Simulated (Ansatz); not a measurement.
# PbTe: a single-point run

Aim: a sound single-point run of PbTe. The structure is shown as the input types it. The cell is built on a prototype (zincblende) and needn't be the phase found in nature.

Computed with Ansatz 0.2.0 (density functional or hybrid calculation with the settings of its input, plane waves (as first typed), unless a step's input says otherwise).

3 further runs of the same task are left out: 1 for a known fault of the program, 2 that didn't finish.

### Step 1. The starting structure

The structure is cubic, space group F-43m (No. 216). Conventional cell: a = 7.283 Å, b = 7.283 Å, c = 7.283 Å, α = 90.00°, β = 90.00°, γ = 90.00°. Pb (site symmetry -43m) is surrounded by 4 Te at 3.15 Å. Around Te (site symmetry -43m) lie 4 Pb at 3.15 Å.

Structure file:

```
CELL_PARAMETERS angstrom
0.00000 3.64149 3.64149
3.64149 0.00000 3.64149
3.64149 3.64149 0.00000
ATOMIC_POSITIONS crystal
Pb 0.00000 0.00000 0.00000
Te 0.25000 0.25000 0.25000
```

### Step 2. Input and run

The input, input.yaml:

```yaml
crystal:
  lattice:
    - [0.0, 3.6414940629, 3.6414940629]
    - [3.6414940629, 0.0, 3.6414940629]
    - [3.6414940629, 3.6414940629, 0.0]
  atoms:
    - { symbol: Pb, position: [0.0, 0.0, 0.0] }
    - { symbol: Te, position: [0.25, 0.25, 0.25] }
kpoints:
  mp_grid: { grid: [4, 4, 4] }
hamiltonian:
  xc: pbe
scf:
  occupations: { method: fixed }
  n_extra_bands: 4
  max_iter: 51
output:
  forces: true
  stress: true
  eigenvalues: true
basis:
  ecutrho_ratio: 1
```

The run is started by

```sh
$ ansatz run input.yaml --threads 4 --pin off --max-ram 3686MiB --backend cpu --events-out ev --progress --plain --runs-dir out
```

Q: Will this input give a usable result? If not, why, and what should change?

This run ends as converged, with warnings (cutoff below recommended). Its log warns: «basis.ecutrho_ratio = 1 (ecutrho = 420 eV) is below the records' recommended 1680 eV»

The suspect setting: basis.ecutrho_ratio is 1. The grid or cutoff for the density and potential is too coarse for the wavefunction basis: a density holds Fourier components up to twice the waves' wavevector.

To check: delete basis.ecutrho_ratio (the default then holds).
